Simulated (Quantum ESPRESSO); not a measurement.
# GaP (F-43m) in Quantum ESPRESSO: notebook

One crystal, GaP, is run at these levels: r2SCAN; tasks: single point, equation of state.

Everything below comes from runs of Quantum ESPRESSO 7.5. Logs are shortened: lines on timing, memory, paths and dates and some standing lists are left out, and cuts for length are marked.

**Measured values to compare with.**

“Phosphorous dimerization in GaP at high pressure”, 2017, arxiv:1709.06667 reports, for a bulk crystal of GaP: bulk modulus 87.5 ± 0.6 GPa.

The results are compared with them further down.

### Step 1. Starting point

The structure is cubic, space group F-43m (No. 216). The conventional cell has a = 5.451 Å, b = 5.451 Å, c = 5.451 Å, α = 90.00°, β = 90.00°, γ = 90.00°. Around Ga (site symmetry -43m) lie 4 P at 2.36 Å. P (site symmetry -43m) is surrounded by 4 Ga at 2.36 Å.

### Step 2. Single point, r2SCAN, 19.03 Å³/atom

The input, pw.in:

```
&CONTROL
  calculation = 'scf'
  prefix = 'pwscf'
  outdir = './tmp'
  pseudo_dir = './pseudo'
  tprnfor = .true.
  tstress = .true.
  disk_io = 'nowf'
/
&SYSTEM
  ibrav = 0
  nat = 2
  ntyp = 2
  ecutwfc = 88
  nbnd = 15
  input_dft = 'r2scan'
  occupations = 'smearing'
  smearing = 'fd'
  degauss = 0.00367493
  nosym = .true.
  nr1 = 48
  nr2 = 48
  nr3 = 48
/
&ELECTRONS
  conv_thr = 1d-08
  electron_maxstep = 120
  mixing_beta = 0.5
/
ATOMIC_SPECIES
Ga    69.7230 Ga_ONCV_PBE-1.2.upf
P     30.9738 P_ONCV_PBE-1.2.upf
CELL_PARAMETERS angstrom
   0.0000000000    2.6696170428    2.6696170428
   2.6696170428    0.0000000000    2.6696170428
   2.6696170428    2.6696170428    0.0000000000
ATOMIC_POSITIONS crystal
Ga     0.0000000000    0.0000000000    0.0000000000
P      0.7500000000    0.7500000000    0.7500000000
K_POINTS automatic
6 6 6 0 0 0
```

Potentials or basis: SG15 PBE 1.2.

Launch:

```
$ OMP_NUM_THREADS=1 mpirun -n 2 pw.x -nk 2 -in pw.in > pw.out
```

pw.out:

```text
This program is part of the open-source Quantum ESPRESSO suite
     for quantum simulation of materials; please cite
         "P. Giannozzi et al., J. Phys.:Condens. Matter 21 395502 (2009);
         "P. Giannozzi et al., J. Phys.:Condens. Matter 29 465901 (2017);
         "P. Giannozzi et al., J. Chem. Phys. 152 154105 (2020);
     in publications or presentations arising from this work. More details at

     IMPORTANT: XC functional enforced from input :
     Exchange-correlation= R2SCAN
                           (   0   0   0   0   0 497 498)
     Any further DFT definition will be discarded
     Please, verify this is what you really want

     K-points division:     npool     =       2
     Subspace diagonalization in iterative solution of the eigenvalue problem:
     a serial algorithm will be used

     G-vector sticks info
     --------------------
     sticks:   dense  smooth     PW     G-vecs:    dense   smooth      PW
     Sum        1237    1237    367                28643    28643    4645

     Using Slab Decomposition

     bravais-lattice index     =            0
     lattice parameter (alat)  =       7.1345  a.u.
     unit-cell volume          =     256.7873 (a.u.)^3
     number of atoms/cell      =            2
     number of atomic types    =            2
     number of electrons       =        18.00
     number of Kohn-Sham states=           15
     kinetic-energy cutoff     =      88.0000  Ry
     charge density cutoff     =     352.0000  Ry
     scf convergence threshold =      1.0E-08
     mixing beta               =       0.5000
     number of iterations used =            8  plain     mixing
     Exchange-correlation= R2SCAN
                           (   0   0   0   0   0 497 498)

     celldm(1)=   7.134488  celldm(2)=   0.000000  celldm(3)=   0.000000
     celldm(4)=   0.000000  celldm(5)=   0.000000  celldm(6)=   0.000000

     crystal axes: (cart. coord. in units of alat)
               a(1) = (   0.000000   0.707107   0.707107 )
               a(2) = (   0.707107   0.000000   0.707107 )
               a(3) = (   0.707107   0.707107   0.000000 )

     reciprocal axes: (cart. coord. in units 2 pi/alat)
               b(1) = ( -0.707107  0.707107  0.707107 )
               b(2) = (  0.707107 -0.707107  0.707107 )
               b(3) = (  0.707107  0.707107 -0.707107 )

     PseudoPot. # 1 for Ga read from file:
     Ga_ONCV_PBE-1.2.upf
     Pseudo is Norm-conserving, Zval = 13.0
     Generated using ONCVPSP code by D. R. Hamann
     Using radial grid of  602 points,  6 beta functions with:
                l(1) =   0
                l(2) =   0
                l(3) =   1
                l(4) =   1
                l(5) =   2
                l(6) =   2

     PseudoPot. # 2 for P  read from file:
     P_ONCV_PBE-1.2.upf
     Pseudo is Norm-conserving, Zval =  5.0
     Generated using ONCVPSP code by D. R. Hamann
     Using radial grid of  602 points,  4 beta functions with:
                l(1) =   0
                l(2) =   0
                l(3) =   1
                l(4) =   1

     atomic species   valence    mass     pseudopotential
     Ga               13.00    69.72300     Ga( 1.00)
     P                 5.00    30.97380     P ( 1.00)

     No symmetry found

   Cartesian axes

     site n.     atom                  positions (alat units)
         1        Ga     tau(   1) = (   0.0000000   0.0000000   0.0000000  )
         2        P      tau(   2) = (   1.0606602   1.0606602   1.0606602  )

     number of k points=   112  Fermi-Dirac smearing, width (Ry)=  0.0037

     Number of k-points >= 100: set verbosity='high' to print them.

     Dense  grid:    28643 G-vectors     FFT dimensions: (  48,  48,  48)

     WARNING: libxc functional with ID  497 depends
      on external parameters: check the user_guide of
      QE if you need to modify them or to check their
      default values.

     WARNING: libxc functional with ID  498 depends
      on external parameters: check the user_guide of
      QE if you need to modify them or to check their
      default values.

     Initial potential from superposition of free atoms

     starting charge      17.9017, renormalised to      18.0000
     Starting wfcs are random

     Self-consistent Calculation

     iteration #  1     ecut=    88.00 Ry     beta= 0.50
     Davidson diagonalization with overlap
     ethr =  1.00E-02,  avg # of iterations = 11.9

     total energy              =    -143.18972388 Ry
     estimated scf accuracy    <     170.71285743 Ry

     iteration #  2     ecut=    88.00 Ry     beta= 0.50
     Davidson diagonalization with overlap
     ethr =  1.00E-02,  avg # of iterations =  1.0

     negative rho (up,down):  6.013E-07 0.000E+00

     total energy              =    -143.35589247 Ry
     estimated scf accuracy    <      58.11457630 Ry

     iteration #  3     ecut=    88.00 Ry     beta= 0.50
     Davidson diagonalization with overlap
     ethr =  1.00E-02,  avg # of iterations =  1.0

     total energy              =    -143.36730961 Ry
     estimated scf accuracy    <       1.87255286 Ry

     iteration #  4     ecut=    88.00 Ry     beta= 0.50
     Davidson diagonalization with overlap
     ethr =  1.00E-02,  avg # of iterations =  1.0

     total energy              =    -143.36828417 Ry
     estimated scf accuracy    <       0.01104857 Ry

     iteration #  5     ecut=    88.00 Ry     beta= 0.50
     Davidson diagonalization with overlap
     ethr =  6.14E-05,  avg # of iterations =  3.7

     total energy              =    -143.36836323 Ry
     estimated scf accuracy    <       0.00180071 Ry

     iteration #  6     ecut=    88.00 Ry     beta= 0.50
     Davidson diagonalization with overlap
     ethr =  1.00E-05,  avg # of iterations =  2.9

     total energy              =    -143.36837311 Ry
     estimated scf accuracy    <       0.00003327 Ry

     iteration #  7     ecut=    88.00 Ry     beta= 0.50
     Davidson diagonalization with overlap
     ethr =  1.85E-07,  avg # of iterations =  2.7

     total energy              =    -143.36837479 Ry
     estimated scf accuracy    <       0.00002713 Ry

     iteration #  8     ecut=    88.00 Ry     beta= 0.50
     Davidson diagonalization with overlap
     ethr =  1.51E-07,  avg # of iterations =  1.0

     total energy              =    -143.36837497 Ry
     estimated scf accuracy    <       0.00000055 Ry

     iteration #  9     ecut=    88.00 Ry     beta= 0.50
     Davidson diagonalization with overlap
     ethr =  3.03E-09,  avg # of iterations =  1.6

     total energy              =    -143.36837500 Ry
     estimated scf accuracy    <       0.00000004 Ry

     iteration # 10     ecut=    88.00 Ry     beta= 0.50
     Davidson diagonalization with overlap
     ethr =  2.17E-10,  avg # of iterations =  2.1

     total energy              =    -143.36837501 Ry
     estimated scf accuracy    <       0.00000007 Ry

     iteration # 11     ecut=    88.00 Ry     beta= 0.50
     Davidson diagonalization with overlap
     ethr =  2.17E-10,  avg # of iterations =  1.0

     End of self-consistent calculation

     Number of k-points >= 100: set verbosity='high' to print the bands.

     the Fermi energy is     9.2018 ev

!    total energy              =    -143.36837501 Ry
     estimated scf accuracy    <          3.9E-10 Ry
     smearing contrib. (-TS)   =      -0.00000000 Ry
     internal energy E=F+TS    =    -143.36837501 Ry

     The total energy is F=E-TS. E is the sum of the following terms:
     one-electron contribution =     -74.23305364 Ry
     hartree contribution      =      49.66530331 Ry
     xc contribution           =     -20.31247440 Ry
     ewald contribution        =     -98.48815028 Ry

     convergence has been achieved in  11 iterations

     Forces acting on atoms (cartesian axes, Ry/au):

     atom    1 type  1   force =    -0.00000005   -0.00000007   -0.00000001
     atom    2 type  2   force =     0.00000005    0.00000007    0.00000001

     Total force =     0.000000     Total SCF correction =     0.000006
     SCF correction compared to forces is large: reduce conv_thr to get better values

     Computing stress (Cartesian axis) and pressure

          total   stress  (Ry/bohr**3)                   (kbar)     P=       48.55
   0.00033003  -0.00000000   0.00000000           48.55       -0.00        0.00
  -0.00000000   0.00033003  -0.00000000           -0.00       48.55       -0.00
   0.00000000  -0.00000000   0.00033003            0.00       -0.00       48.55

=------------------------------------------------------------------------------=
   JOB DONE.
=------------------------------------------------------------------------------=
```

It took 3.5 min on 2 MPI ranks of Arm Neoverse V2, shared host; peak memory 0.28 GiB.

What came out:

```yaml
Free_energy: -1950.6261 eV
Pressure: 4.9 GPa
Band_gap_on_the_k_mesh: 1.80 eV, indirect (least direct gap 2.56 eV)
```

Caveat: the potentials were made for another functional, which shifts forces and pressure.

### Step 3. Single point, r2SCAN, 19.43 Å³/atom

Edit pw.in of step 2 so:

```diff
@@ -33,5 +33,5 @@
 CELL_PARAMETERS angstrom
-   0.0000000000    2.6696170428    2.6696170428
-   2.6696170428    0.0000000000    2.6696170428
-   2.6696170428    2.6696170428    0.0000000000
+   0.0000000000    2.6884177822    2.6884177822
+   2.6884177822    0.0000000000    2.6884177822
+   2.6884177822    2.6884177822    0.0000000000
 ATOMIC_POSITIONS crystal
```

Potentials or basis: SG15 PBE 1.2.

Launch:

```
$ OMP_NUM_THREADS=1 mpirun -n 2 pw.x -nk 2 -in pw.in > pw.out
```

Run time: 3.7 min. Hardware: 2 MPI ranks of Arm Neoverse V2, shared host; peak memory 0.28 GiB.

It converged, with:

```
Free energy            : -1950.6452 eV
Pressure               : 2.7 GPa
Band gap on the k mesh : 1.84 eV, indirect (least direct gap 2.37 eV)
```

Caveat: the potentials were made for another functional, which shifts forces and pressure.

### Step 4. Single point, r2SCAN, 19.84 Å³/atom

Edit pw.in of step 3 so:

```diff
@@ -33,5 +33,5 @@
 CELL_PARAMETERS angstrom
-   0.0000000000    2.6884177822    2.6884177822
-   2.6884177822    0.0000000000    2.6884177822
-   2.6884177822    2.6884177822    0.0000000000
+   0.0000000000    2.7069591804    2.7069591804
+   2.7069591804    0.0000000000    2.7069591804
+   2.7069591804    2.7069591804    0.0000000000
 ATOMIC_POSITIONS crystal
```

Launch:

```
$ OMP_NUM_THREADS=1 mpirun -n 2 pw.x -nk 2 -in pw.in > pw.out
```

It took 3.7 min on 2 MPI ranks of Arm Neoverse V2, shared host; peak memory 0.28 GiB.

It converged, with:

| Item | Value |
| --- | --- |
| Free energy | -1950.6540 eV |
| Pressure | 0.8 GPa |
| Band gap on the k mesh | 1.88 eV, indirect (least direct gap 2.18 eV) |

Caveat: the potentials were made for another functional, which shifts forces and pressure.

### Step 5. Single point, r2SCAN, 20.24 Å³/atom

Edit pw.in of step 4 so:

```diff
@@ -33,5 +33,5 @@
 CELL_PARAMETERS angstrom
-   0.0000000000    2.7069591804    2.7069591804
-   2.7069591804    0.0000000000    2.7069591804
-   2.7069591804    2.7069591804    0.0000000000
+   0.0000000000    2.7252500000    2.7252500000
+   2.7252500000    0.0000000000    2.7252500000
+   2.7252500000    2.7252500000    0.0000000000
 ATOMIC_POSITIONS crystal
```

Launch:

```
$ OMP_NUM_THREADS=1 mpirun -n 2 pw.x -nk 2 -in pw.in > pw.out
```

It took 3.7 min on 2 MPI ranks of Arm Neoverse V2, shared host; peak memory 0.28 GiB.

The run converged. Its results:

* Free energy: -1950.6536 eV
* Pressure: -0.9 GPa
* Band gap on the k mesh: 1.84 eV, indirect (least direct gap 2.01 eV)

Caveat: the potentials were made for another functional, which shifts forces and pressure.

### Step 6. Single point, r2SCAN, 20.65 Å³/atom

Edit pw.in of step 5 so:

```diff
@@ -33,5 +33,5 @@
 CELL_PARAMETERS angstrom
-   0.0000000000    2.7252500000    2.7252500000
-   2.7252500000    0.0000000000    2.7252500000
-   2.7252500000    2.7252500000    0.0000000000
+   0.0000000000    2.7432985392    2.7432985392
+   2.7432985392    0.0000000000    2.7432985392
+   2.7432985392    2.7432985392    0.0000000000
 ATOMIC_POSITIONS crystal
```

Potentials or basis: SG15 PBE 1.2.

Launch:

```
$ OMP_NUM_THREADS=1 mpirun -n 2 pw.x -nk 2 -in pw.in > pw.out
```

Run time: 3.8 min. Hardware: 2 MPI ranks of Arm Neoverse V2, shared host; peak memory 0.28 GiB.

The run converged. Its results:

| Quantity | Value |
| --- | --- |
| Free energy | -1950.6448 eV |
| Pressure | -2.5 GPa |
| Band gap on the k mesh | 1.78 eV, indirect (least direct gap 1.83 eV) |

Caveat: the potentials were made for another functional, which shifts forces and pressure.

### Step 7. Single point, r2SCAN, 21.05 Å³/atom

Edit pw.in of step 6 so:

```diff
@@ -33,5 +33,5 @@
 CELL_PARAMETERS angstrom
-   0.0000000000    2.7432985392    2.7432985392
-   2.7432985392    0.0000000000    2.7432985392
-   2.7432985392    2.7432985392    0.0000000000
+   0.0000000000    2.7611126653    2.7611126653
+   2.7611126653    0.0000000000    2.7611126653
+   2.7611126653    2.7611126653    0.0000000000
 ATOMIC_POSITIONS crystal
```

Launch:

```
$ OMP_NUM_THREADS=1 mpirun -n 2 pw.x -nk 2 -in pw.in > pw.out
```

Wall time 3.7 min (2 MPI ranks of Arm Neoverse V2, shared host); peak memory 0.28 GiB.

Results (log left out):

| Item | Value |
| --- | --- |
| Free energy | -1950.6284 eV |
| Pressure | -4.0 GPa |
| Band gap on the k mesh | 1.67 eV, direct |

Caveat: the potentials were made for another functional, which shifts forces and pressure.

### Step 8. Single point, r2SCAN, 21.45 Å³/atom

Edit pw.in of step 7 so:

```diff
@@ -33,5 +33,5 @@
 CELL_PARAMETERS angstrom
-   0.0000000000    2.7611126653    2.7611126653
-   2.7611126653    0.0000000000    2.7611126653
-   2.7611126653    2.7611126653    0.0000000000
+   0.0000000000    2.7786998443    2.7786998443
+   2.7786998443    0.0000000000    2.7786998443
+   2.7786998443    2.7786998443    0.0000000000
 ATOMIC_POSITIONS crystal
```

Launch:

```
$ OMP_NUM_THREADS=1 mpirun -n 2 pw.x -nk 2 -in pw.in > pw.out
```

It took 3.4 min on 2 MPI ranks of Arm Neoverse V2, shared host; peak memory 0.3 GiB.

It converged, with:

```
Free energy            : -1950.6052 eV
Pressure               : -5.3 GPa
Band gap on the k mesh : 1.50 eV, direct
```

Caveat: the potentials were made for another functional, which shifts forces and pressure.

### Step 9. Equation of state, r2SCAN

Potentials or basis: SG15 PBE 1.2.

No new run: the results of the series are fitted here.

What came out:

| Quantity | Value |
| --- | --- |
| Equilibrium volume | 20.02 Å³/atom |
| Bulk modulus | 87 GPa |
| Pressure derivative of the bulk modulus | 3.9 |

Energy against volume, from the lowest point:
```tsv
volume (Å³/atom)	energy (meV/atom)
19.026	13.96
19.431	4.41
19.836	0.00
20.240	0.21
20.645	4.60
21.050	12.79
21.455	24.43
```

Caveat: the potentials were made for another functional, which shifts forces and pressure.

### Step 10. How close it comes

Step 9. Measured bulk modulus of GaP: 87.5 GPa (“Phosphorous dimerization in GaP at high pressure”, 2017, arxiv:1709.06667). This calculation gives 87 GPa (-1.1 %). The fit is for a static lattice scaled at fixed shape and fixed fractional positions.
